# Four strong bonds or twelve weak ones

An atom in hexagonal close-packed (hcp) silicon touches twelve neighbours, an atom in diamond-type silicon only four. If each contact were a bond of fixed strength, hcp would be bound three times as strongly and would win easily. Instead it lies 502 meV/atom above diamond. Even so, this loss is only about a tenth of silicon's cohesive energy, which is roughly 5 eV per atom (a recalled figure). Bonds must therefore weaken slightly faster than they multiply, and this small imbalance favours four.

Silicon structures computed with Ansatz 0.2.0 using scalar-relativistic plane-wave PAW DFT, the PBE functional and a 420 eV wave cutoff. Cells and atoms were relaxed at zero pressure, without zero-point motion; energies are relative to the lowest-energy computed structure.

```
   found from  space group number  atoms in cell  volume per atom (Å³)  over lowest (meV/atom)
database cell                 227              2                 20.46                     0.0
database cell                 194              4                 20.44                    11.0
database cell                  12              8                 21.25                    69.0
database cell                 217             23                 22.43                    81.0
database cell                  63             12                 22.00                    90.0
database cell                 139              4                 21.61                   100.0
database cell                 206              8                 18.45                   157.0
database cell                 148              8                 18.22                   159.0
 random start                 139              2                 17.63                   285.0
      Sn type                 141              2                 15.35                   288.0
      Sn type                 191              1                 15.10                   306.0
      Ca type                 221              1                 16.23                   350.0
      Ga type                  64              4                 16.97                   359.0
 changed type                 194              4                 16.34                   363.0
 rattled cell                  65              5                 16.45                   414.0
 changed type                 166             12                 16.96                   442.0
 random start                 139              3                 16.31                   443.0
 changed type                  69              2                 14.84                   450.0
      Ti type                 191              3                 14.75                   497.0
      Mg type                 194              2                 14.36                   502.0
 changed type                  69              1                 14.58                   513.0
      In type                 139              1                 14.83                   520.0
```

"Over lowest" is the energy per atom above diamond, space group 227. "Found from" tells where a cell started, not what it became, so I name structures by space group, atom count and volume. Hcp is group 194 with 2 atoms, simple cubic 221, simple hexagonal 191 with 1 atom, and β-Sn 141. Several dense cells can't be identified in this way, and I give no separate cause for their energies. The table is a selection of the structures compared, so gaps between its rows may be filled by others. Each relaxation kept the symmetry of its start, so some cells may be saddles and not minima.

## Why the bonds weaken

Let an atom have Z equal neighbours at distance r. An electron can hop to each of them with an amplitude proportional to x = e^(−qr), where q sets how fast the orbitals fade. The squares of these amplitudes add up, so the bonding energy grows only as √Z. The repulsion comes from each pair separately and grows as Z; it falls off roughly as the square of the orbital overlap, hence as x². With constants A and B,

E = Z·A·x² − √Z·B·x.

The lowest energy is reached at x = B/(2A√Z), and there E = −B²/(4A). Z has dropped out: in this limit four neighbours and twelve bind equally well. The price of extra neighbours is distance, because x shrinks as 1/√Z and r therefore grows linearly with ln Z.

The volumes allow a test of that growth. Diamond and hcp fix the straight line in ln Z, and simple cubic, with six neighbours, is left out as the test:

- diamond: r = (√3/2)·V^(1/3) = 2.369 Å
- hcp: r = (√2·V)^(1/3) = 2.728 Å, if its shape is ideal
- slope: (2.728 − 2.369)/ln 3 = 0.327 Å
- simple cubic, predicted: 2.369 + 0.327·ln(6/4) = 2.50 Å
- simple cubic, from its volume: r = V^(1/3) = 2.53 Å

The miss of 0.03 Å is about a fifth of the lengthening from diamond to simple cubic. Simple hexagonal, which has eight neighbours and is also kept out of the line, agrees more closely, but only if its edges are taken as equal; its relaxed shape isn't given.

This stretching also explains why close packing saves less space than it promises. With diamond's bond length, hcp would need only 9.4 Å³ per atom. It takes 14.36 Å³.

## Why four still wins

If repulsion falls off slightly more slowly than the square rule says, a weak dependence of the energy on Z survives, close to a logarithm, and it favours few neighbours. I drew such a line through the energies of diamond and hcp. It gives 317 meV/atom for simple hexagonal, near the computed 306, but only 185 for simple cubic, which lies at 350. Simple cubic, with six neighbours, thus costs more than simple hexagonal with eight, which no steady rise with their number can give. Much of the cost seems to come with the first steps away from four. The two-atom cell of group 139 points the same way. Its neighbours aren't given, but its group, size and volume fit a known model of silicon with five of them. It already costs 285 meV/atom, where the line would give about 100 for five neighbours.

What the count omits is that silicon has four valence electrons and four valence orbitals. Pointed at the corners of a tetrahedron, these orbitals form four two-electron bonds, which fill the bonding states and leave the antibonding ones empty. A fifth neighbour finds no free orbital and has to share. This is the standard chemical argument; the energies agree with it but don't isolate its size. The bands of one strained network, group 12, fit the picture: on the k mesh used they still show a gap of about 0.3 eV, and PBE tends to make gaps too small.

Hydrogen is the simplest case of such saturation. One electron in one orbital makes one bond, and a third atom gains little by approaching H₂. The likeness ends there, because hydrogen's round orbital has no preferred angles, whereas silicon's bonds resist bending.

## Networks that are strained

Every row above 18 Å³ lies within 159 meV/atom of diamond, and every denser row lies at 285 or higher. By space group and atom count, all eight of these looser rows match known fourfold networks; the 23-atom cell fits an empty clathrate, a framework of open cages. Within this group density is a poor guide, since the open networks and the compact ones both lie above diamond.

The likely cause is strain. Lonsdaleite (194, 4 atoms) keeps diamond's bonds and nearly its angles but lets some bonds eclipse each other, which costs 11 meV/atom. The bct-C4 type (139, 4 atoms) contains square rings that force angles near 90°, and it costs 100. BC8 (206) and R8 (148) bend their bonds to fit more atoms into the space, and they cost almost 160.

The distance of a volume from diamond's, in either direction, follows the energies of the eight rows with a rank correlation of 0.90, where 1 means the same order. I chose this measure after seeing the energies, and it fails among the three loosest networks: the clathrate lies farthest from diamond's volume, yet it costs the least of them. A framework of cages can be roomy while its bond angles stay fairly close to the tetrahedral one, so volume is only a rough sign of strain.

## Dense rows out of line

β-Sn and simple cubic both have six near neighbours, yet β-Sn lies 62 meV/atom lower. It is a diamond lattice squashed along one axis, so four of its neighbours still form a flattened tetrahedron, while simple cubic has only right and straight angles. That may be the reason, but no calculation here separates it. Two limits apply: PBE is known to place β-Sn too close to diamond, and simple cubic was held to its symmetry, so a distortion might lower it.

The five densest cells are also the five highest, the lowest of them by only 7 meV/atom. Simple hexagonal warns against blaming density itself: it is only slightly looser than these five, yet lies more than 140 meV/atom below them.

## What pressure changes

This order holds at zero pressure. Under pressure a dense cell is favoured in proportion to the volume it saves. With volumes held rigid, β-Sn draws level with diamond near 9 GPa and BC8 only near 12.5 GPa, although BC8 is lower at zero pressure. The order of the table therefore needn't be the order in which phases appear under pressure. The lead of β-Sn over BC8 is less sure than these numbers suggest, because PBE places β-Sn too close to diamond and so probably makes its pressure too low.

For another silicon structure at zero pressure, first ask whether each atom keeps four neighbours. If so, the strained networks here suggest a cost from about ten to 160 meV/atom, though a more harshly bent one could cost more. If the atoms have more neighbours, the identified dense rows suggest 0.3 to 0.5 eV per atom.
